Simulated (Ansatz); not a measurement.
# Si8O17: the cost of one run

All numbers below are computed with Ansatz 0.2.0 (DFT PBEsol, plane waves, PAW, scalar-relativistic, collinear spin).

## 1. The system as given

The cell holds 25 atoms (O17Si8): a = 7.142 Å, b = 7.142 Å, c = 8.821 Å, α = 90.00°, β = 90.00°, γ = 90.00°.

The coordinates stand in the first input below.

## 2. Preparing the start

input.yaml reads:

```yaml
accuracy: low
crystal:
  lattice:
    - [7.141796, 0.0, 0.0]
    - [0.0, 7.141796, 0.0]
    - [0.0, 0.0, 8.820871]
  atoms:
    - { symbol: Si, position: [0.7819385, 0.5, 0.1809069] }
    - { symbol: Si, position: [0.5, 0.7819385, 0.6809069] }
    - { symbol: Si, position: [0.5, 0.2180615, 0.6809069] }
    - { symbol: Si, position: [0.7819385, 0.5, 0.8190931] }
    - { symbol: Si, position: [0.2180615, 0.5, 0.8190931] }
    - { symbol: Si, position: [0.2180615, 0.5, 0.1809069] }
    - { symbol: Si, position: [0.5, 0.7819385, 0.3190931] }
    - { symbol: Si, position: [0.5, 0.2180615, 0.3190931] }
    - { symbol: O, position: [0.6852646, 0.3147354, 0.25] }
    - { symbol: O, position: [0.6852646, 0.6852646, 0.75] }
    - { symbol: O, position: [0.3147354, 0.3147354, 0.75] }
    - { symbol: O, position: [0.3147354, 0.6852646, 0.25] }
    - { symbol: O, position: [0.3147354, 0.6852646, 0.75] }
    - { symbol: O, position: [0.3147354, 0.3147354, 0.25] }
    - { symbol: O, position: [0.6852646, 0.6852646, 0.25] }
    - { symbol: O, position: [0.6852646, 0.3147354, 0.75] }
    - { symbol: O, position: [0.7563866, 0.5, 0.0] }
    - { symbol: O, position: [0.5, 0.7563866, 0.5] }
    - { symbol: O, position: [0.5, 0.2436134, 0.5] }
    - { symbol: O, position: [0.2436134, 0.5, 0.0] }
    - { symbol: O, position: [0.0, 0.5, 0.2247351] }
    - { symbol: O, position: [0.5, 0.0, 0.7247351] }
    - { symbol: O, position: [0.0, 0.5, 0.7752649] }
    - { symbol: O, position: [0.5, 0.0, 0.2752649] }
    - { symbol: O, position: [0.4949112, 0.2333574, 0.0094616], spin: 1.0 }
magnetization:
  spin_polarized: true
basis:
  ecutwfc: 420.0
kpoints:
  mp_grid: { grid: [1, 1, 1] }
hamiltonian:
  xc: pbesol
  pseudopotentials: { kind: paw, azcp: { folder: soft_1 } }
scf:
  occupations: { method: fermi_dirac, width: 0.02 }
  lower_state_search: "off"
relax:
  f_tol: 0.08
  max_steps: 25
  adjacent_minimum: "off"
```

Launch:

```
$ ansatz run input.yaml --threads 1 --pin off --max-ram 3072MiB --backend cpu --events-out ev --progress --plain --runs-dir out
```

Q: Estimate wall time and peak memory on 1 thread of Arm Neoverse V2, shared host.

About 88 s, with a peak of 0.53 GiB.
